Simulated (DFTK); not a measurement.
Set up this calculation in DFTK 0.8.2, as the native input.

| Quantity | Value |
| --- | --- |
| Task | single point |
| Functional | PBE |
| Potentials or basis | dojo.nc.sr.pbe.v0_4_1.standard.upf (PBE) |
| Cutoff | 898 eV |
| k mesh | 9 × 9 × 5 |
| Occupations | fermi-dirac, width 0.05 eV |
| Spin | no spin polarisation |
| Valence electrons | Zr 12 |
| SCF tolerance on the density | 1e-06 |

Zr:

```
Zr
1.0
     3.23200    0.00000    0.00000
    -1.61600    2.79899    0.00000
     0.00000    0.00000    5.14700
Zr
2
Cartesian
  1.6160 0.9330 3.8603
  0.0000 1.8660 1.2868
```

These files were run (other wordings do the same):

run.jl

```julia
using DFTK
using PseudoPotentialData
using Unitful, UnitfulAtomic
using LinearAlgebra, Printf
include("save.jl")
disable_threading()

# lattice vectors are the columns
lattice = austrip(1u"Å") * [         3.232         -1.616            0.0;
                      0.0    2.798994105            0.0;
                      0.0            0.0          5.147]
symbols   = [:Zr, :Zr]
positions = [[0.6666666667, 0.3333333333, 0.75],
             [0.3333333333, 0.6666666667, 0.25]]
pseudopotentials = PseudoFamily("dojo.nc.sr.pbe.v0_4_1.standard.upf")
elements = Dict(s => ElementPsp(s, pseudopotentials) for s in unique(symbols))
atoms    = [elements[s] for s in symbols]

build_model(lattice, positions; symmetries=true) =
    model_DFT(lattice, atoms, positions;
              functionals=PBE(),
              temperature=austrip(0.05u"eV"),
              smearing=Smearing.FermiDirac(),
              symmetries)
Ecut  = 33.0  # hartree
kgrid = [9, 9, 5]
tol   = 1e-6
to_GPa = ustrip(uconvert(u"GPa", 1u"hartree/bohr^3"))

model = build_model(lattice, positions)
basis = PlaneWaveBasis(model; Ecut, kgrid)
display(basis)
scfres = self_consistent_field(basis;
                               tol,
                               nbandsalg=AdaptiveBands(model; n_bands_converge=17))
display(scfres.energies)
@printf "Fermi level: %.6f eV\n" ustrip(auconvert(u"eV", something(scfres.εF, NaN)))
forces = compute_forces_cart(scfres)
println("Forces (eV/Å)")
for (s, f) in zip(symbols, forces)
    @printf "%-3s %12.6f %12.6f %12.6f\n" s ustrip.(auconvert.(u"eV/Å", f))...
end
stress = compute_stresses_cart(scfres)
println("Stress (GPa)")
display(round.(stress * to_GPa; digits=4))
println("Levels at the first k-point (eV): ", round.(ustrip.(auconvert.(u"eV", scfres.eigenvalues[1][1:scfres.n_bands_converge])); digits=4))
save_scf!(scfres; forces, stress)
```

Potentials or basis: dojo.nc.sr.pbe.v0_4_1.standard.upf (PBE).

The run is started by

```bash
$ julia --threads=1 run.jl  # save.jl only writes the numbers to a file and isn't shown; printed stress counts tension as positive; times include loading and compiling
```

Results of the run:

```json
{"Pressure": "0.5 GPa", "Band gap on the k mesh": "none (metal or under the smearing width)"}
```

Run time: 2.9 min on 1 thread of Intel(R) Xeon(R) Platinum 8375C CPU @ 2.90GHz (Ice Lake), with other jobs on the host, peak memory 1.8 GiB.
